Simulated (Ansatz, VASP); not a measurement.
# Two plane-wave programs on MgO

The input POSCAR:

```
MgO
1.0
    3.2882172536      0.0000000000      0.0000000000
   -1.6441086268      2.8476796748      0.0000000000
    0.0000000000      0.0000000000      5.0343661375
Mg O
2 2
Direct
    0.3333333333      0.6666666667     -0.0098385294
    0.6666666667      0.3333333333      0.4901614706
    0.3333333333      0.6666666667      0.3848385294
    0.6666666667      0.3333333333      0.8848385294
```

Contents of INCAR.step1:

```
ALGO = Normal
EDIFF = 1E-4
ENCUT = 520
GGA = PE
ISMEAR = 1
LASPH = T
LCHARG = F
LREAL = F
LWAVE = T
NBANDS = 16
NELM = 60
PREC = Accurate
SIGMA = 0.001
```

The input INCAR.step2:

```
ALGO = Normal
EDIFF = 1E-6
ENCUT = 520
ISIF = 2
ISMEAR = 1
ISTART = 1
LASPH = T
LCHARG = F
LMIXTAU = T
LREAL = F
LWAVE = F
METAGGA = R2SCAN
NBANDS = 16
NELM = 60
PREC = Accurate
SIGMA = 0.001
```

The input KPOINTS:

```
k-points
0
Gamma
  6 6 4
```

Input for Ansatz:

```yaml
crystal:
  lattice:
    - [3.2882172536, 0.0, 0.0]
    - [-1.6441086268, 2.8476796748, 0.0]
    - [0.0, 0.0, 5.0343661375]
  atoms:
    - { symbol: Mg, position: [0.3333333333, 0.6666666667, -0.0098385294] }
    - { symbol: Mg, position: [0.6666666667, 0.3333333333, 0.4901614706] }
    - { symbol: O, position: [0.3333333333, 0.6666666667, 0.3848385294] }
    - { symbol: O, position: [0.6666666667, 0.3333333333, 0.8848385294] }
kpoints:
  mp_grid: { grid: [6, 6, 4] }
hamiltonian:
  xc: r2scan
scf:
  occupations: { method: methfessel_paxton, width: 0.001 }
  n_extra_bands: 5
output:
  forces: true
  stress: true
  eigenvalues: true
```

Alike in both runs: task single point; functional r2SCAN; k mesh 6 × 6 × 4; occupations methfessel-paxton of order 1, width 0.001 eV; no spin polarisation.

```csv
,VASP,Ansatz
version,VASP 6.6.1,Ansatz 0.2.0
potentials or method,"VASP PAW PBE potentials, release 64 (Mg, O)",plane waves
plane-wave cutoff (eV),520,500
valence electrons in the cell,16,32
```

```csv
,VASP,Ansatz,Ansatz less VASP
gap on the k mesh at the Fermi level (eV),4.21,4.22,+0.015
pressure (GPa),-0.5,0.0,+0.56
```

The functional is the same, so the differences come from potentials, cutoffs and numerics. The two sets of potentials don't hold the same shells in valence.

Caveats: the PAW data sets were made with another functional, which shifts forces and pressure a little (VASP). r2SCAN opens gaps a little over a GGA but as a rule still falls short of measured ones.
